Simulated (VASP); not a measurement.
Wanted: the native input for a VASP 6.6.1 run.

| Property | Result |
| --- | --- |
| Task | electric field gradients |
| Functional | r2SCAN |
| Potentials or basis | VASP PAW PBE potentials, release 64 (Sr_sv) |
| Cutoff | 520 eV |
| k mesh | 10 × 10 × 10 |
| Occupations | fermi-dirac, width 0.05 eV |
| Spin | no spin polarisation |
| Dipole correction | no |
| Further INCAR settings | ALGO = Normal; EDIFF = 1e-08; NBANDS = 11 |

Sr:

```
Sr
1.0
    -2.45175    2.45175    2.30613
     2.45175   -2.45175    2.30613
     2.45175    2.45175   -2.30613
Sr
1
Direct
  0.00000 0.00000 0.00000
```

This isn't the form of Sr at room conditions, which is fcc.

The cell isn't the ideal one: z stretched by -4 % at fixed volume, PAW files.

The input as run:

POSCAR

```
Sr
1.0
   -2.4517490801      2.4517490801      2.3061251417
    2.4517490801     -2.4517490801      2.3061251417
    2.4517490801      2.4517490801     -2.3061251417
Sr
1
Direct
    0.0000000000      0.0000000000      0.0000000000
```

INCAR.step1

```
PREC = Accurate ; ENCUT = 520
ISMEAR = -1 ; SIGMA = 0.05
LREAL = False ; LASPH = True
NELM = 100 ; NBANDS = 11
GGA = PE ; ALGO = Normal
EDIFF = 1E-4 ; LWAVE = True
LCHARG = False
```

INCAR.step2

```
PREC = Accurate ; ENCUT = 520
EDIFF = 1E-8 ; ISMEAR = -1
SIGMA = 0.05 ; LREAL = False
LASPH = True ; NELM = 100
ALGO = Normal ; ISIF = 2
LWAVE = False ; LCHARG = False
METAGGA = R2SCAN ; LMIXTAU = True
LEFG = True ; NBANDS = 11
ISTART = 1
```

KPOINTS

```
Automatic mesh
0
Gamma
  10 10 10
```

Potentials or basis: VASP PAW PBE potentials, release 64 (Sr_sv).

The run is started by

```console
$ cat potpaw_PBE.64/Sr_sv/POTCAR > POTCAR
$ cp INCAR.step1 INCAR
$ mpirun -np 1 vasp_std > vasp.out
$ cp INCAR.step2 INCAR
$ mpirun -np 1 vasp_std > vasp.out
```

Results of the run:

| Item | Value |
| --- | --- |
| Pressure | 0.1 GPa |
| Band gap on the k mesh | none (metal or under the smearing width) |

Caveat: the PAW data sets were made with another functional, which shifts forces and pressure a little.

Wall time 4.4 min on 1 thread of AMD EPYC 7R13 Processor (Zen 3) (shared host), peak memory 0.2 GiB.
